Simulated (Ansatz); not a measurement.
Relaxation of PtSe₂

Method: DFT r2SCAN, scalar-relativistic, plane waves, PAW in Ansatz. (500 eV cutoff, 12×12×6 k-mesh, Gaussian smearing of 0.02 eV, no spin polarisation)

What was changed: equal strain along all axes, cell held, atoms relaxed: +1.0 %.

Spin–orbit coupling is left out, which can shift energies with elements as heavy as these.

Command:

```bash
ansatz run input.yaml --threads 1 --pin off --max-ram 2560MiB --backend cpu --events-out ev --progress --plain --runs-dir out
```

Input:

```yaml
crystal:
  lattice:
    - [3.7546571025, 0.0, 0.0]
    - [-1.8773285512, 3.2516284332, 0.0]
    - [0.0, 0.0, 5.880071574]
  atoms:
    - { symbol: Pt, position: [0.0, 0.0, 0.0] }
    - { symbol: Se, position: [0.6666666667, 0.3333333333, 0.7747925647] }
    - { symbol: Se, position: [0.3333333333, 0.6666666667, 0.2252074353] }
basis:
  ecutwfc: 500
kpoints:
  mp_grid: { grid: [12, 12, 6] }
hamiltonian:
  xc: r2scan
scf:
  occupations: { method: gaussian, width: 0.02 }
output:
  forces: true
  stress: true
  eigenvalues: true
relax:
  adjacent_minimum: "off"
  f_tol: 0.008
  max_steps: 40
```

F is the free energy.

At step 2 the energy rises: a step can overshoot before the optimiser corrects it.

Steps:

| step | F − F(1) (eV) | largest force component (eV/Å) |
| --- | --- | --- |
| 1 | 0.0000 | 0.362 |
| 2 | 0.0076 | 0.486 |
| 3 | -0.0114 | 0.008 |
| 4 | -0.0114 | 0.000 |

Relaxed structure:

```cif
data_structure
_symmetry_space_group_name_H-M 'P 1'
_symmetry_Int_Tables_number 1
_cell_length_a 3.7547
_cell_length_b 3.7547
_cell_length_c 5.8801
_cell_angle_alpha 90.000
_cell_angle_beta 90.000
_cell_angle_gamma 120.000
_cell_volume 71.79
loop_
_atom_site_label
_atom_site_type_symbol
_atom_site_fract_x
_atom_site_fract_y
_atom_site_fract_z
_atom_site_occupancy
Pt1 Pt 0.00000 0.00000 0.00000 1
Se1 Se 0.66667 0.33333 0.78009 1
Se2 Se 0.33333 0.66667 0.21991 1
```

It takes space group P-3m1 (No. 164, trigonal). The conventional cell has a = 3.755 Å, b = 3.755 Å, c = 5.880 Å, α = 90.00°, β = 90.00°, γ = 120.00°. Pt (site symmetry -3m) is surrounded by 6 Se at 2.52 Å. Around Se (site symmetry 3m) lie 3 Pt at 2.52 Å.

The run converged. It took 110 s on 1 thread of Arm Neoverse V2 (shared host), peak memory 0.66 GiB.